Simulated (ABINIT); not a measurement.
The system is Ir.

```xyz
2
Lattice="2.7514 0.0000 0.0000 -1.3757 2.3828 0.0000 0.0000 0.0000 4.4623" Properties=species:S:1:pos:R:3 pbc="T T T"
Ir    0.0000    1.5885    1.1156
Ir    1.3757    0.7943    3.3467
```

This isn't the form of Ir at room conditions, which is fcc.

Base run:

- Program: ABINIT 10.8.3 (patched build)
- Functional: PBEsol
- Potentials or basis: JTH PAW PBE v2.0
- Cutoff: 517 eV
- k mesh: 11 × 11 × 6
- Occupations: fermi-dirac, width 0.05 eV
- Spin: no spin polarisation

Its results: band gap on the k mesh none (metal or under the smearing width); pressure -11.9 GPa.

Task: After a change of settings the same cell gave: band gap on the k mesh none (metal or under the smearing width); pressure -18.9 GPa. Which change was it?
A. functional from PBEsol to BLYP
B. functional from PBEsol to r2SCAN
C. functional from PBEsol to AM05
D. functional from PBEsol to SCAN

Result: D.

Caveats: the PAW data sets were made with another functional, which shifts forces and pressure a little; spin-orbit coupling is left out, which moves the levels of the heavy elements.
